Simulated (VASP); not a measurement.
Runs of VASP 6.6.1 on Li. It takes space group P-6m2 (No. 187, hexagonal). Conventional cell: a = 3.006 Å, b = 3.006 Å, c = 7.793 Å, α = 90.00°, β = 90.00°, γ = 120.00°. Around Li (site symmetry 3m) lie 10 Li at 2.76 to 3.06 Å. Li (site symmetry -6m2) has 12 Li at 3.01 to 3.06 Å as nearest neighbours. The cell was built by a generator and needn't be a form met in nature.

```tsv
task	level	potentials or basis	spin	cell	cutoff (eV)	smearing	gap on the mesh (eV)	pressure (GPa)	relaxed volume (Å³/atom)	largest force (eV/Å)
relaxation of cell and atoms	PBEsol	VASP PAW PBE potentials, release 64 (Li_sv)	off	relaxed	600	methfessel-paxton 0.1 eV	none	0.0	20.04	-
single point	RPBE+D3(BJ)	VASP PAW PBE potentials, release 54 (Li)	collinear, antiferromagnetic start	as given	500	fermi-dirac 0.1 eV	none	(a)	-	0.10
single point	PBE	VASP PAW PBE potentials, release 64 (Li_sv)	off	as given	520	fermi-dirac 0.05 eV	none	-	-	0.01
relaxation of cell and atoms	PBE	VASP PAW PBE potentials, release 64 (Li_sv)	off	relaxed	600	methfessel-paxton 0.1 eV	none	0.0	20.13	0.01
```

Alike in all rows: k mesh 10 × 10 × 4.

Fill in the values left out.

(a) -7.6.

Caveats: the cutoff is under 1.25 times the usual one of these potentials, so pressure, stress and relaxed cells hold a basis-set (Pulay) error (some runs); the PAW data sets were made with another functional, which shifts forces and pressure a little (some runs); pairwise dispersion overbinds metals, which lowers pressure and volume (some runs).

A k mesh can miss the band edges.

A gap of «none» marks a metal or a gap under the smearing width.

Not every run made on this cell is shown here.
